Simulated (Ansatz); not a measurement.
Pd:

```
CELL_PARAMETERS angstrom
0.00000 1.94650 1.94650
1.94650 0.00000 1.94650
1.94650 1.94650 0.00000
ATOMIC_POSITIONS crystal
Pd 0.00000 0.00000 0.00000
```

Base run:

| Item | Value |
| --- | --- |
| Program | Ansatz 0.2.0 |
| Functional | PBE |
| Potentials or basis | Ansatz PAW |
| Cutoff | 420 eV (not typed: the program's choice for these potentials) |
| k mesh | 12 × 12 × 12 |
| Occupations | gaussian, width 0.1 eV |
| Spin | no spin polarisation |

Its results: band gap on the k mesh none (metal or under the smearing width); pressure 6.9 GPa.

Question: The run is repeated on the same cell with these changes: functional from PBE to RPBE. What comes out?

Answer: Band gap on the k mesh none (metal or under the smearing width); pressure 11.6 GPa.

RPBE binds less tightly than PBE, so the same cell stands under more pressure.

Caveats: the PAW data sets come from PBE, with cores solved anew for the run's functional, which leaves a small shift of forces and pressure (some runs).
